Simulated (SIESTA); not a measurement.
Mo:

```
CELL_PARAMETERS angstrom
-1.58381 1.58381 1.58381
1.58381 -1.58381 1.58381
1.58381 1.58381 -1.58381
ATOMIC_POSITIONS crystal
Mo 0.00000 0.00000 0.00000
```

Program: SIESTA 5.4.2. Alike in all runs: task band structure; cell as given; smearing fermi-dirac 0.05 eV; grid cutoff 800 Ry.

Question: Order these runs on this cell by their pressure, lowest first.
A. level PBE; potentials or basis PseudoDojo 0.4 standard (PBE files, fully relativistic), TZP (energy shift 0.002 Ry); spin non-collinear, zero start, SOC; k mesh 9 × 9 × 9; energy shift 0.002 Ry
B. level LDA; potentials or basis PseudoDojo 0.4 standard (LDA files), DZP (energy shift 0.003 Ry; two zetas on semicore shells); spin off; k mesh 12 × 12 × 12; energy shift 0.003 Ry
C. level PBE; potentials or basis PseudoDojo 0.4 standard (PBE files), DZP (energy shift 0.003 Ry; two zetas on semicore shells); spin off; k mesh 12 × 12 × 12; energy shift 0.003 Ry
D. level PBEsol; potentials or basis PseudoDojo 0.4 standard (PBEsol files), DZP (energy shift 0.003 Ry; two zetas on semicore shells); spin off; k mesh 12 × 12 × 12; energy shift 0.003 Ry

Answer: B (-11.1 GPa), D (-6.6 GPa), A (-1.8 GPa), C (1.0 GPa).

Caveats: the basis of atomic orbitals isn't converged, which shifts pressures, moduli and gaps; semicore shells carry a single zeta, which can move pressures by several GPa and volumes by a few percent (some runs).

Not every run made on this cell is shown here.
